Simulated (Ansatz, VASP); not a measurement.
I in VASP and in Ansatz

```
I
1.0
     0.00000    2.17851    2.17851
     2.17851    0.00000    2.17851
     2.17851    2.17851    0.00000
I
1
Direct
  0.00000 0.00000 0.00000
```

Change from the starting cell: volume scaled by 0.65, LAPW.

Alike in both runs: task single point; functional PBEsol; k mesh 14 × 14 × 14; occupations fermi-dirac, width 0.05 eV; no spin polarisation.

|  | VASP | Ansatz |
| --- | --- | --- |
| version | VASP 6.6.1 | Ansatz 0.2.0 |
| potentials or method | VASP PAW PBE potentials, release 64 (I), cutoff 520 eV | all-electron LAPW, scalar-relativistic |

```tsv
	VASP	Ansatz	Ansatz less VASP
pressure (GPa)	43.5	43.5	-0.01
```

Ansatz ran all-electron here, so the differences hold the error of VASP's frozen core and of both bases.

Caveats: so large a pressure means that the cell lies far from this level's equilibrium, or that cutoff or potentials fall short (VASP); the potentials were made for another functional, which shifts forces and pressure (VASP); an odd number of electrons without spin polarisation forces a metal; a magnetic or distorted state may lie lower. The runs have no spin-orbit coupling, so splittings on I are missing.
